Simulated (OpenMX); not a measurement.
Crystal: Au.

```
CELL_PARAMETERS angstrom
2.74841 0.00000 0.00000
0.00000 2.74841 0.00000
0.00000 0.00000 2.74841
ATOMIC_POSITIONS crystal
Au 0.50000 0.50000 0.50000
```

The cell was built by a generator and needn't be a form met in nature.

Base run:

```yaml
Program: OpenMX 3.8.5
Functional: PBE
Potentials_or_basis: OpenMX 2013 PBE set, Au7.0-s3p2d2f1, grid cutoff 400 Ry
k_mesh: 7 × 7 × 7
Occupations: fermi-dirac, width 0.05 eV
Spin: no spin polarisation
```

Its results: band gap on the k mesh none (metal or under the smearing width); pressure 1.1 GPa.

The run is repeated on the same cell with these changes: dispersion from none to D4. What comes out?

Band gap on the k mesh none (metal or under the smearing width); pressure -3.0 GPa.

Dispersion adds attraction, which lowers the pressure at fixed volume and, as a term added to the energy, leaves the levels alone.

Caveats: the basis of atomic orbitals isn't converged, which shifts pressures, moduli and gaps; pairwise dispersion overbinds metals, which lowers pressure and volume (some runs).

Not every run made on this cell is shown here.
